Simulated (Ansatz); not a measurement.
**P under changes of volume**

One of the cells (16.144 Å³/atom); the others are scaled copies at fixed shape and fractional positions:

```
P
1.0
     1.72573    0.99635    3.12968
    -1.72573    0.99635    3.12968
     0.00000   -1.99270    3.12968
P
2
Direct
  0.77292 0.77292 0.77292
  0.22708 0.22708 0.22708
```

This isn't the form of P at room conditions, which is orthorhombic.

| Item | Value |
| --- | --- |
| Program | Ansatz 0.2.0 |
| Functional | r2SCAN |
| Potentials or basis | Ansatz PAW |
| Cutoff | 500 eV (not typed: the program's choice for these potentials) |
| k mesh | 9 × 9 × 9 |
| Occupations | fermi-dirac, width 0.05 eV |
| Spin | no spin polarisation |

```tsv
volume (Å³/atom)	energy over the lowest point (meV/atom)	pressure (GPa)	largest force (eV/Å)
15.175	22.60	7.2	0.429
15.498	10.69	4.7	0.280
15.821	3.42	2.6	0.159
16.144	0.00	0.7	0.038
16.467	0.30	-1.1	0.102
16.789	4.13	-2.8	0.240
17.112	?	?	?
```

What does the run at 17.112 Å³/atom give?

Energy over the lowest point 11.26 meV/atom; pressure -4.3 GPa; largest force 0.364 eV/Å.

Worked out: A Birch-Murnaghan fit of order 3 (a polynomial in V^(-2/3)) to the other rows has its minimum at 16.27 Å³/atom with B0 = V·E''(V) = 90 GPa and B' = 3.3 at fixed shape and positions, which overstates the stiffness. It gives 11.02 meV/atom at 17.112 Å³/atom, against the run's 11.26, and -dE/dV = -4.2 GPa, against -4.3.

Energies are extrapolated to zero smearing.

Caveats: the PAW data sets come from PBE, with cores solved anew for the run's functional, which leaves a small shift of forces and pressure.
